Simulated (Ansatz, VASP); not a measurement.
Ti in VASP and in Ansatz

```
Ti
1.0
     2.93816    0.00000    0.00000
     0.00000    4.65047    0.00000
     0.00000    0.00000   19.93722
Ti
6
Direct
  0.00000 0.75000 0.35110
  0.50000 0.25000 0.39364
  0.50000 0.75000 0.47873
  0.00000 0.25000 0.51999
  0.00000 0.75000 0.60106
  0.50000 0.25000 0.64122
```

Alike in both runs: functional PBE; k mesh 10 × 6 × 1; occupations gaussian, width 0.1 eV; no spin polarisation.

Ansatz relaxed the structure, and its values are those at the end. VASP's run is a single point on that final structure, the one shown.

|  | VASP | Ansatz |
| --- | --- | --- |
| version | VASP 6.6.1 | Ansatz 0.2.0 |
| potentials or method | VASP PAW PBE potentials, release 64 (Ti_sv) | scalar-relativistic, plane waves, PAW |
| plane-wave cutoff (eV) | 520 | 420 |
| valence electrons in the cell | 72 | 72 |

VASP gave:

| Item | Value |
| --- | --- |
| gap on the k mesh at the Fermi level (eV) | none |
| rms of the force components (eV/Å) | 0.125 |

Question: Estimate Ansatz's values.

Answer: gap on the k mesh at the Fermi level (eV): none; rms of the force components (eV/Å): 0.122.

A gap of «none» marks a metal or a gap that the smearing closes.
